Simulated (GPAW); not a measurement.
# BaTiO3 (P4mm) in GPAW: convergence with response cutoff (eV)

Aim: find how far response cutoff (eV) must go before the results for BaTiO3 settle, at LDA. This setting moves, with any that are tied to it; all else stays.

Program: GPAW 26.7.0. These are calculated values, not measurements. Logs are shortened: lines on timing, memory, paths and dates and some standing lists are left out, and cuts for length are marked. The log counts tension as positive stress, the text compression.

## 1. The crystal as given

Symmetry: P4mm, No. 99, tetragonal system. Conventional cell: a = 4.000 Å, b = 4.000 Å, c = 4.018 Å, α = 90.00°, β = 90.00°, γ = 90.00°. Around Ba (site symmetry 4mm) lie 12 O at 2.79 to 2.88 Å. Around Ti (site symmetry 4mm) lie 6 O at 1.89 to 2.13 Å. O (site symmetry 2mm) has 2 Ti at 2.00 Å as nearest neighbours. Around O (site symmetry 4mm) lie 2 Ti at 1.89 to 2.13 Å.

## 2. With response cutoff (eV) 10

The input, run.py:

```python
import numpy as np
from ase import Atoms
from ase.dft.bandgap import bandgap
from ase.io import write
from gpaw import GPAW, PW
from gpaw.response.df import DielectricFunction

atoms = Atoms(['Ba', 'Ti', 'O', 'O', 'O'],
              cell=[[3.9998, 0.0, 0.0],
                    [0.0, 3.9998, 0.0],
                    [0.0, 0.0, 4.018]],
              scaled_positions=[[0.0, 0.0, 0.0],
                                [0.5, 0.5, 0.49],
                                [0.0, 0.5, 0.517],
                                [0.5, 0.0, 0.517],
                                [0.5, 0.5, 0.019]],
              pbc=True)

calc = GPAW(mode=PW(600),
            xc='LDA',
            kpts={'size': (6, 6, 6), 'gamma': True},
            occupations={'name': 'fermi-dirac', 'width': 0.001},
            nbands=36,
            convergence={'density': 1e-06},
            maxiter=150,
            txt='gpaw.txt')
atoms.calc = calc
energy = atoms.get_potential_energy()
calc.write('gs.gpw')
write('result.traj', atoms)
print(f'Energy: {energy:.6f} eV')
print('Fermi level:', round(calc.get_fermi_level(), 4), 'eV')
print(f'Gap: {bandgap(calc)[0]:.4f} eV, direct: {bandgap(calc, direct=True)[0]:.4f} eV')

for size in [(7, 7, 7)]:
    name = 'x'.join(str(n) for n in size)
    dense = calc.fixed_density(kpts={'size': size, 'gamma': True},
                               nbands=86, convergence={'bands': 80, 'eigenstates': 1e-7},
                               update_fermi_level=True, txt=f'dense-{name}.txt')
    dense.write(f'{name}.gpw', mode='all')
    df = DielectricFunction(f'{name}.gpw', frequencies=np.array([0.0]), hilbert=False, eta=0.001,
                            ecut=10, nbands=80, intraband=False, txt=f'df-{name}.txt')
    for xc in ['RPA']:
        for direction in ['x', 'y', 'z', [0, 1, 1], [1, 0, 1], [1, 1, 0]]:
            e0, e = df.get_macroscopic_dielectric_constant(xc=xc, direction=direction)
            print(f'{name} {xc} {direction}: {e0:.4f} without, {e:.4f} with local fields')
```

Potentials or basis: the program's PAW data sets (release 1.2.1) made for this functional, pw.

Command:

```bash
> OMP_NUM_THREADS=1 python run.py
```

gpaw.txt:

```text
__  _  _
 | _ |_)|_||  |
 |__||  | ||/\| - 26.7.0

Input parameters:
  mode=PW(ecut=600.0),
  convergence={'density': 1e-06},
  kpts=MonkhorstPack(size=(6, 6, 6), gamma=True),
  maxiter=150,
  nbands=36,
  occupations=Occupations(name='fermi-dirac', width=0.001),
  xc=XC(name='LDA')

Diagonalizing LCAO Hamiltonian
Converting LCAO to pw mode
   .---------.
  /|         |
 * |         |
 |O|         |
 | |  OTi    |
 | .---------.
 |/    O    /
 Ba--------*

Atoms  # Å, Bohr magnetons
|   | symbol |        x |        y |        z |    initial magnetic moments |
|---|--------|----------|----------|----------|-----------------------------|
| 0 |     Ba | 0.000000 | 0.000000 | 0.000000 | ( 0.0000,  0.0000,  0.0000) |
| 1 |     Ti | 1.999900 | 1.999900 | 1.968820 | ( 0.0000,  0.0000,  0.0000) |
| 2 |      O | 0.000000 | 1.999900 | 2.077306 | ( 0.0000,  0.0000,  0.0000) |
| 3 |      O | 1.999900 | 0.000000 | 2.077306 | ( 0.0000,  0.0000,  0.0000) |
| 4 |      O | 1.999900 | 1.999900 | 0.076342 | ( 0.0000,  0.0000,  0.0000) |

Unit cell  # Å
| periodic |        x |        y |        z |  lengths |    angles |
|----------|----------|----------|----------|----------|-----------|
|      yes | 3.999800 | 0.000000 | 0.000000 | 3.999800 | 90.000000 |
|      yes | 0.000000 | 3.999800 | 0.000000 | 3.999800 | 90.000000 |
|      yes | 0.000000 | 0.000000 | 4.018000 | 4.018000 | 90.000000 |

Number of symmetries: 8
Symmetry operations  # r_c * U_cc + t_c -> r_c
|   | kind |            matrix            |
|---|------|------------------------------|
| 0 |  E   |  1, 0, 0,  0, 1, 0,  0, 0, 1 |
| 1 |  σ   |  1, 0, 0,  0,-1, 0,  0, 0, 1 |
| 2 |  σ   |  0, 1, 0,  1, 0, 0,  0, 0, 1 |
| 3 |  C4  |  0, 1, 0, -1, 0, 0,  0, 0, 1 |
| 4 |  C4  |  0,-1, 0,  1, 0, 0,  0, 0, 1 |
| 5 |  σ   |  0,-1, 0, -1, 0, 0,  0, 0, 1 |
| 6 |  σ   | -1, 0, 0,  0, 1, 0,  0, 0, 1 |
| 7 |  C2  | -1, 0, 0,  0,-1, 0,  0, 0, 1 |

BZ-sampling:
  Number of BZ points: 216
  Number of IBZ points: 40

  Monkhorst-Pack size: [6, 6, 6]
  Monkhorst-Pack shift: [0.08333333333333333, 0.08333333333333333, 0.08333333333333333]

K-points  # in reciprocal-cell coordinates
|     |                                coordinates |     weight |
|-----|--------------------------------------------|------------|
|   0 | (  0.00000000,   0.00000000,   0.00000000) | 0.00462963 |
|   1 | (  0.00000000,   0.00000000,   0.16666667) | 0.00925926 |
|   2 | (  0.00000000,   0.00000000,   0.33333333) | 0.00925926 |
|   3 | (  0.00000000,   0.00000000,   0.50000000) | 0.00462963 |
|   4 | (  0.16666667,   0.00000000,   0.00000000) | 0.01851852 |
|   5 | (  0.16666667,   0.00000000,   0.16666667) | 0.03703704 |
|   6 | (  0.16666667,   0.00000000,   0.33333333) | 0.03703704 |
|   7 | (  0.16666667,   0.00000000,   0.50000000) | 0.01851852 |
|   8 | (  0.16666667,   0.16666667,   0.00000000) | 0.01851852 |
|   9 | (  0.16666667,   0.16666667,   0.16666667) | 0.03703704 |
| ... |                                            |            |
|  39 | (  0.50000000,   0.50000000,   0.50000000) | 0.00462963 |

Plane wave coefficients: 2176
Cutoff: 600.0 eV

Spin-components: 1 (collinear spins)
Bands:           36
Projectors:      27
Spin-degeneracy: 2
Datatype:        complex128

Parallelization:
  kpt:    1
  domain: 1
  band:   1

Density:
  Valence electrons: 40.0
  Components: 1
  Grid points: [24 24 24]
  Charge: 0.0  # |e|

Potential:
  Grid points: [24 24 24]

species:
  Ba:
    name:    Barium
    Z:       56.0
    valence: 10
    core:    46
    charge:  0.0  # [|e|]
    compensation charges:
      type: gauss
      rc: 0.37  # [Å]
      lmax: 2
    cutoffs:
      filter: 2.06  # [Å]
      core: 2.33  # [Å]
    projectors
    | kind |    occ | energy [eV] | rcut [Å] |
    |------|--------|-------------|----------|
    |   5s |  2.000 |     -33.774 |    1.164 |
    |   6s |  2.000 |      -3.346 |    1.164 |
    |   5p |  6.000 |     -18.813 |    1.164 |
    |    p |        |       0.000 |    1.164 |
    |    d |        |       0.000 |    1.164 |
    |    d |        |      27.211 |    1.164 |

    Using partial waves for Ba as LCAO basis

  Ti:
    name:    Titanium
    Z:       22.0
    valence: 12
    core:    10
    charge:  0.0  # [|e|]
    compensation charges:
      type: gauss
      rc: 0.38  # [Å]
      lmax: 2
    cutoffs:
      filter: 2.23  # [Å]
      core: 1.02  # [Å]
    projectors
    | kind |    occ | energy [eV] | rcut [Å] |
    |------|--------|-------------|----------|
    |   3s |  2.000 |     -62.257 |    1.270 |
    |   4s |  2.000 |      -4.593 |    1.270 |
    |   3p |  6.000 |     -38.791 |    1.058 |
    |   4p |  0.000 |      -1.536 |    1.058 |
    |   3d |  2.000 |      -4.463 |    1.058 |
    |    d |        |      22.748 |    1.058 |

    Using partial waves for Ti as LCAO basis

  O:
    name:    Oxygen
    Z:       8.0
    valence: 6
    core:    2
    charge:  0.0  # [|e|]
    compensation charges:
      type: gauss
      rc: 0.21  # [Å]
      lmax: 2
    cutoffs:
      filter: 1.17  # [Å]
      core: 0.83  # [Å]
    projectors
    | kind |    occ | energy [eV] | rcut [Å] |
    |------|--------|-------------|----------|
    |   2s |  2.000 |     -23.752 |    0.688 |
    |   2p |  4.000 |      -9.195 |    0.598 |
    |    s |        |       3.459 |    0.688 |
    |    p |        |      18.016 |    0.598 |
    |    d |        |       0.000 |    0.619 |

    Using partial waves for O as LCAO basis

Reference energy: -250365.446817  # eV

eigensolver:
  PPCG
  Converge bands: occupied
  niter=2

density mixing:
  MSR1-Mixer
  Pratt-step length: 0.05
  Maximum mixing coefficient: 0.75
  Old densities: 10
  SVD Regularization: 0.005
  Good broyden scale: 1.0
  Trust region scale: 1.0
  Backstep threshold: 4.0
  History deletion threshold: 6.0
  Fourier metric: weight=20.0, sigma=0.015

occupation numbers:
  Fermi-Dirac:
    width: 0.0010  # eV

poisson solver:
  ecut: 4800.0  # eV

xc functional:
  name: None

convergence criteria:
- Maximum integral of absolute [dens]ity change: 1e-06 electrons / valence electron
- Maximum [total energy] change in last 3 cyles: 0.0005 eV / valence electron
- Maximum integral of absolute [eigenst]ate change: 4e-08 eV^2 / valence electron
maximum number of iterations: 150

SCF iterations
|iter     | |      energy | eigst |  dens |
|---------|-|-------------|-------|-------|
|iter:   1| |  -48.647490 | +0.11 |       |
|iter:   2| |  -47.004520 | -1.57 | -0.88 |
|iter:   3| |  -43.767871 | -0.99 | -0.95 |
|iter:   4| |  -43.558942 | -2.20 | -1.46 |
|iter:   5| |  -43.506270 | -2.92 | -1.65 |
|iter:   6| |  -43.501925 | -3.71 | -2.00 |
|iter:   7| |  -43.501701c| -4.66 | -2.75 |
|iter:   8| |  -43.501640c| -5.38 | -3.04 |
|iter:   9| |  -43.501639c| -6.51 | -3.62 |
|iter:  10| |  -43.501639c| -7.83c| -4.14 |
|iter:  11| |  -43.501639c| -8.39c| -5.05 |
|iter:  12| |  -43.501639c| -8.94c| -5.68 |
|iter:  13| |  -43.501639c| -9.81c| -6.36c|

Converged in 13 steps
Energy contributions relative to reference atoms: (reference = -250365.446817)

Energy contributions:
  Kinetic:          35.385792
  Coulomb:         -38.617451
  Zero:              0.541898
  External:          0.000000
  Xc:              -40.811879
  Entropy:          -0.000000
  Spinorbit:         0.000000
  ----------------------------
  Free energy:     -43.501639
  Extrapolated:    -43.501639

dipole moment: (-35.340157, -35.340157, -33.819993)  # |e|*Ang

Fermi level: 8.188
Eigenvalues  # (at kpt = [0.000, 0.000, 0.000])
| band index |      eig [eV] | occ [0-2] |
|------------|---------------|-----------|
|          0 |       -48.606 |     2.000 |
|        ... |               |           |
|         12 |         4.968 |     2.000 |
|         13 |         4.968 |     2.000 |
|         14 |         6.044 |     2.000 |
|         15 |         6.044 |     2.000 |
|         16 |         6.138 |     2.000 |
|         17 |         7.008 |     2.000 |
[... 8 lines left out ...]
|         26 |        12.234 |     0.000 |
|         27 |        14.425 |     0.000 |
|        ... |               |           |
|         35 |        26.295 |     0.000 |

Gap: 1.725 eV
Transition (v -> c):
  (s=0, k=39, n=19, [0.50, 0.50, 0.50]) -> (s=0, k=0, n=20, [0.00, 0.00, 0.00])
Direct/indirect transitions are different
Direct gap: 2.004 eV
Transition at: (s=0, k=0, n=19, [0.00, 0.00, 0.00])
# Writing to gs.gpw (mode='')
```

stdout:

```text
Energy: -43.501639 eV
Fermi level: 8.1877 eV
Gap: 1.7245 eV, direct: 2.0038 eV
7x7x7 RPA x: 6.4274 without, 6.4057 with local fields
7x7x7 RPA y: 6.4274 without, 6.4057 with local fields
7x7x7 RPA z: 6.2242 without, 6.1011 with local fields
7x7x7 RPA [0, 1, 1]: 6.3258 without, 6.2534 with local fields
7x7x7 RPA [1, 0, 1]: 6.3258 without, 6.2534 with local fields
7x7x7 RPA [1, 1, 0]: 6.4274 without, 6.4057 with local fields
```

df-7x7x7.txt:

```text
FrequencyGridDescriptor(from 0.000 to 0.000 eV, 1 points)
FrequencyGridDescriptor(from 0.000 to 0.000 eV, 1 points)

Calculating chi0 body with:
    Ground state adapter containing:
    Number of spins: 1
    Number of kpoints: 343
    Number of irreducible kpoints: 40
    Number of completely occupied states: 20
    Number of partially occupied states: 20

    Linear response parametrization:
    q_c: [0.0, 0.0, 0.0]
    Number of frequency points: 1
    Planewave cutoff: 10.0
    Number of bands: 80
    Number of planewaves: 7
    Broadening (eta): 0.001

Integrating chi0 body.

Symmetries of q_c:
    Direct symmetries (Uq -> q): 8
    Indirect symmetries (TUq -> q): 8
In total 16 allowed symmetries.

Integral kind: response function

Calculating chi0 optical extensions with:
    Ground state adapter containing:
    Number of spins: 1
    Number of kpoints: 343
    Number of irreducible kpoints: 40
    Number of completely occupied states: 20
    Number of partially occupied states: 20

    Linear response parametrization:
    Number of frequency points: 1
    Planewave cutoff: 10.0
    Number of bands: 80
    Number of planewaves: 7
    Broadening (eta): 0.001
Integrating chi0 head and wings.

Symmetries of q_c:
    Direct symmetries (Uq -> q): 8
    Indirect symmetries (TUq -> q): 8
In total 16 allowed symmetries.

Integral kind: response function wings

Finished calculating chi0
```

It took 4.2 min on 1 thread of Arm Neoverse V2, shared host; peak memory 0.59 GiB.

Results:

- Free energy: -43.5016 eV
- Band gap on the k mesh: 1.72 eV, indirect (least direct gap 2.00 eV)
- Electronic dielectric tensor (diagonal): 6.41, 6.41, 6.10

## 3. With response cutoff (eV) 20

Changes to run.py since step 2:

```diff
@@ -41,3 +41,3 @@
     df = DielectricFunction(f'{name}.gpw', frequencies=np.array([0.0]), hilbert=False, eta=0.001,
-                            ecut=10, nbands=80, intraband=False, txt=f'df-{name}.txt')
+                            ecut=20, nbands=80, intraband=False, txt=f'df-{name}.txt')
     for xc in ['RPA']:
```

Potentials or basis: the program's PAW data sets (release 1.2.1) made for this functional, pw.

Command:

```bash
> OMP_NUM_THREADS=1 python run.py
```

Run time: 4.5 min. Hardware: 1 thread of Arm Neoverse V2, shared host; peak memory 0.59 GiB.

What came out:

| Item | Value |
| --- | --- |
| Free energy | -43.5016 eV |
| Band gap on the k mesh | 1.72 eV, indirect (least direct gap 2.00 eV) |
| Electronic dielectric tensor (diagonal) | 6.40, 6.40, 6.02 |

## 4. With response cutoff (eV) 30

Changes to run.py since step 3:

```diff
@@ -41,3 +41,3 @@
     df = DielectricFunction(f'{name}.gpw', frequencies=np.array([0.0]), hilbert=False, eta=0.001,
-                            ecut=20, nbands=80, intraband=False, txt=f'df-{name}.txt')
+                            ecut=30, nbands=80, intraband=False, txt=f'df-{name}.txt')
     for xc in ['RPA']:
```

Command:

```bash
> OMP_NUM_THREADS=1 python run.py
```

It took 4.5 min on 1 thread of Arm Neoverse V2, shared host; peak memory 0.59 GiB.

It converged, with:

```yaml
Free_energy: -43.5016 eV
Band_gap_on_the_k_mesh: 1.72 eV, indirect (least direct gap 2.00 eV)
Electronic_dielectric_tensor_diagonal: 6.23, 6.23, 5.86
```

## 5. With response cutoff (eV) 50

Changes to run.py since step 4:

```diff
@@ -41,3 +41,3 @@
     df = DielectricFunction(f'{name}.gpw', frequencies=np.array([0.0]), hilbert=False, eta=0.001,
-                            ecut=30, nbands=80, intraband=False, txt=f'df-{name}.txt')
+                            ecut=50, nbands=80, intraband=False, txt=f'df-{name}.txt')
     for xc in ['RPA']:
```

Command:

```bash
> OMP_NUM_THREADS=1 python run.py
```

Run time: 4.9 min. Hardware: 1 thread of Arm Neoverse V2, shared host; peak memory 0.59 GiB.

Results (log left out):

```yaml
Free_energy: -43.5016 eV
Band_gap_on_the_k_mesh: 1.72 eV, indirect (least direct gap 2.00 eV)
Electronic_dielectric_tensor_diagonal: 6.16, 6.16, 5.78
```

## 6. With response cutoff (eV) 80

Changes to run.py since step 5:

```diff
@@ -41,3 +41,3 @@
     df = DielectricFunction(f'{name}.gpw', frequencies=np.array([0.0]), hilbert=False, eta=0.001,
-                            ecut=50, nbands=80, intraband=False, txt=f'df-{name}.txt')
+                            ecut=80, nbands=80, intraband=False, txt=f'df-{name}.txt')
     for xc in ['RPA']:
```

Potentials or basis: the program's PAW data sets (release 1.2.1) made for this functional, pw.

Command:

```bash
> OMP_NUM_THREADS=1 python run.py
```

Run time: 4.8 min. Hardware: 1 thread of Arm Neoverse V2, shared host; peak memory 0.59 GiB.

Results (log left out):

```
Free energy                             : -43.5016 eV
Band gap on the k mesh                  : 1.72 eV, indirect (least direct gap 2.00 eV)
Electronic dielectric tensor (diagonal) : 6.13, 6.13, 5.75
```

## 7. With response cutoff (eV) 120

Changes to run.py since step 6:

```diff
@@ -41,3 +41,3 @@
     df = DielectricFunction(f'{name}.gpw', frequencies=np.array([0.0]), hilbert=False, eta=0.001,
-                            ecut=80, nbands=80, intraband=False, txt=f'df-{name}.txt')
+                            ecut=120, nbands=80, intraband=False, txt=f'df-{name}.txt')
     for xc in ['RPA']:
```

Command:

```bash
> OMP_NUM_THREADS=1 python run.py
```

Wall time 4.9 min (1 thread of Arm Neoverse V2, shared host); peak memory 0.6 GiB.

It converged, with:

```yaml
Free_energy: -43.5016 eV
Band_gap_on_the_k_mesh: 1.72 eV, indirect (least direct gap 2.00 eV)
Electronic_dielectric_tensor_diagonal: 6.04, 6.04, 5.67
```

## 8. With response cutoff (eV) 160

Changes to run.py since step 7:

```diff
@@ -41,3 +41,3 @@
     df = DielectricFunction(f'{name}.gpw', frequencies=np.array([0.0]), hilbert=False, eta=0.001,
-                            ecut=120, nbands=80, intraband=False, txt=f'df-{name}.txt')
+                            ecut=160, nbands=80, intraband=False, txt=f'df-{name}.txt')
     for xc in ['RPA']:
```

Command:

```bash
> OMP_NUM_THREADS=1 python run.py
```

Wall time 4.9 min (1 thread of Arm Neoverse V2, shared host); peak memory 0.61 GiB.

Results (log left out):

| Quantity | Value |
| --- | --- |
| Free energy | -43.5016 eV |
| Band gap on the k mesh | 1.72 eV, indirect (least direct gap 2.00 eV) |
| Electronic dielectric tensor (diagonal) | 6.03, 6.03, 5.65 |

## 9. The series at a glance

```csv
response cutoff (eV),dielectric constant,SCF cycles,CPU time (s),peak memory (GiB)
10,6.304,13,250,0.59
20,6.271,13,270,0.59
30,6.108,13,270,0.59
50,6.037,13,300,0.59
80,6.003,13,290,0.59
120,5.919,13,290,0.6
160,5.905,13,300,0.61
```

Against the tightest run, the dielectric constant stays within 0.05 from 120 on. The tightest run that finished is the yardstick and may itself not be fully converged.

Caveats: the long-wavelength limit can be off by several per cent where d states take part; spin-orbit coupling is left out, which moves the levels of the heavy elements; an odd mesh through Γ misses points on the zone boundary, where band edges often lie.
